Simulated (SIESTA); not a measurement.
Runs of SIESTA 5.4.2 on PbSe (Clausthalite). It takes space group Fm-3m (No. 225, cubic). Conventional cell: a = 6.121 Å, b = 6.121 Å, c = 6.121 Å, α = 90.00°, β = 90.00°, γ = 90.00°. Pb (site symmetry m-3m) is surrounded by 6 Se at 3.06 Å. Se (site symmetry m-3m) has 6 Pb at 3.06 Å as nearest neighbours. 

```tsv
task	level	potentials or basis	gap on the mesh (eV)	pressure (GPa)
single point	optB88-vdW	PseudoDojo 0.4 standard (PBE files), DZP (energy shift 0.003 Ry; two zetas on semicore shells)	0.43	3.6
single point	vdW-DF2	PseudoDojo 0.4 standard (PBE files), DZP (energy shift 0.003 Ry; two zetas on semicore shells)	0.49	8.9
single point	vdW-DF-cx	PseudoDojo 0.4 standard (PBE files), DZP (energy shift 0.003 Ry; two zetas on semicore shells)	0.35	(b)
single point	vdW-DF-C09	PseudoDojo 0.4 standard (PBE files), DZP (energy shift 0.003 Ry; two zetas on semicore shells)	(a)	(c)
single point	vdW-DF	PseudoDojo 0.4 standard (PBE files), DZP (energy shift 0.003 Ry; two zetas on semicore shells)	0.50	6.8
band structure	PBEsol	PseudoDojo 0.4 standard (PBEsol files), DZP (energy shift 0.003 Ry; two zetas on semicore shells)	0.29	0.9
single point	VV10	PseudoDojo 0.4 standard (PBE files), DZP (energy shift 0.003 Ry; two zetas on semicore shells)	(d)	4.3
```

Alike in all rows: no spin polarisation; cell as given; k mesh 8 × 8 × 8; smearing fermi-dirac 0.05 eV; grid cutoff 500 Ry; energy shift 0.003 Ry.

Problem. Estimate the missing entries.

Solution. (a) 0.34; (b) 1.6; (c) 1.1; (d) 0.33.

Caveats: spin-orbit coupling is left out, which as a rule narrows the gap of such compounds by several tenths of an eV; the basis of atomic orbitals isn't converged, which shifts pressures, moduli and gaps; the potentials were made for another functional, which shifts forces and pressure (some runs); the non-local part is tabulated coarsely and may be off by about a percent (some runs).

A k mesh can miss the band edges, and the runs leave out spin-orbit coupling on Pb, Se.

Runs at the PBE level aren't shown here.
